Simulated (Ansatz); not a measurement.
Method: DFT PBE, scalar-relativistic, plane waves, PAW (Ansatz 0.2.0). All cells share a 420 eV cutoff and Γ-centred k meshes spaced at most about 0.3 Å⁻¹ (about 0.25 or finer for metals, 2π included). Cells run with spin keep no moment; the others have no spin polarisation.

All energies are static (0 K, no zero-point motion).

Two relaxed structures of Zn5O:

A.

```xyz
6
Lattice="0.0000 3.5480 3.5480 3.5480 0.0000 3.5480 3.5480 3.5480 0.0000" Properties=species:S:1:pos:R:3 pbc="T T T"
Zn    1.7740    1.7740    1.7740
Zn    4.4352    4.4352    4.4352
Zn    4.4352    2.6608    2.6608
Zn    2.6608    4.4352    2.6608
Zn    2.6608    2.6608    4.4352
O     0.0000    0.0000    0.0000
```

B.

```xyz
6
Lattice="5.0640 0.0000 0.0000 -2.5320 4.3855 0.0000 0.0000 0.0000 6.0215" Properties=species:S:1:pos:R:3 pbc="T T T"
Zn    0.0000    0.0000    4.2334
Zn    2.5320    0.0000    3.0108
Zn   -1.2660    2.1928    3.0108
Zn    1.2660    2.1928    3.0108
Zn    0.0000    0.0000    1.7881
O     0.0000    0.0000    0.0000
```

Question: Which form is favoured at zero pressure, and by what margin per atom?

Answer: B is lower, by 295 meV/atom. A has space group F-43m (No. 216), 14.9 Å³/atom and no gap on its mesh; B has space group P6/mmm (No. 191), 22.3 Å³/atom and no gap. Counting Zn atoms around O (those within 1.25 times the shortest such distance or 1.15 times the sum of covalent radii, 1.27 where that leaves under three; the shortest distance is added where it exceeds 1.18 times the sum of covalent radii), A has O 16 from 2.9 Å and B has O 2. The lower one is the more open, so pressure narrows the difference. In A, Zn on a site of symmetry -43m is surrounded by 12 Zn at 2.94 Å and 4 O at 3.07 Å; Zn on a site of symmetry 3m is surrounded by 6 Zn at 2.51 Å, 3 O at 2.94 Å and 3 Zn at 2.94 Å; around O lie 16 Zn at 2.94–3.07 Å (long against the sum of covalent radii). In B, Zn on a site of symmetry 6mm has 1 O at 1.79 Å, 1 Zn at 2.45 Å and 6 Zn at 2.81 Å; Zn on a site of symmetry mmm is surrounded by 4 Zn at 2.53 Å and 4 Zn at 2.81 Å; O is surrounded by 2 Zn at 1.79 Å. Both come from invented guesses. The lowest form computed isn't among them: it has space group P-6m2 (No. 187), 13.9 Å³/atom and lies 231 meV/atom below the best shown.

Cells relaxed within their symmetry can be saddle points. Some candidate types were left out of the draw beforehand, so a known form may be missing.
